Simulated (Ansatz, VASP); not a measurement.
## Two plane-wave programs on C

```xyz
2
Lattice="1.2325 0.7116 3.3614 -1.2325 0.7116 3.3614 0.0000 -1.4232 3.3614" Properties=species:S:1:pos:R:3 pbc="T T T"
C     0.0000    0.0000    1.6990
C     0.0000    0.0000    8.3852
```

Change from the starting cell: mode 4 frozen in at +0.019 Å, equal normal strain along x, y and z +0.0000.

Alike in both runs: task single point; functional PBE; dispersion D3(BJ); k mesh 15 × 15 × 15; occupations gaussian, width 0.05 eV; no spin polarisation.

|  | VASP | Ansatz |
| --- | --- | --- |
| version | VASP 6.6.1 | Ansatz 0.2.0 |
| potentials or method | VASP PAW PBE potentials, release 64 (C) | scalar-relativistic, plane waves, PAW |
| plane-wave cutoff (eV) | 520 | 520 |
| valence electrons in the cell | 8 | 8 |

```csv
,VASP,Ansatz,Ansatz less VASP
gap on the k mesh at the Fermi level (eV),0.59,0.59,0.000
least direct gap on the mesh (eV),0.59,0.59,0.000
pressure (GPa),0.4,-0.1,-0.42
largest component of the traceless stress (GPa),0.62,0.09,-0.527
rms of the force components (eV/Å),0.361,0.362,+0.0012
```

Atom by atom the forces differ by 0.001 eV/Å (rms over components).

Caveats: an odd mesh through Γ misses points on the zone boundary, where band edges often lie.
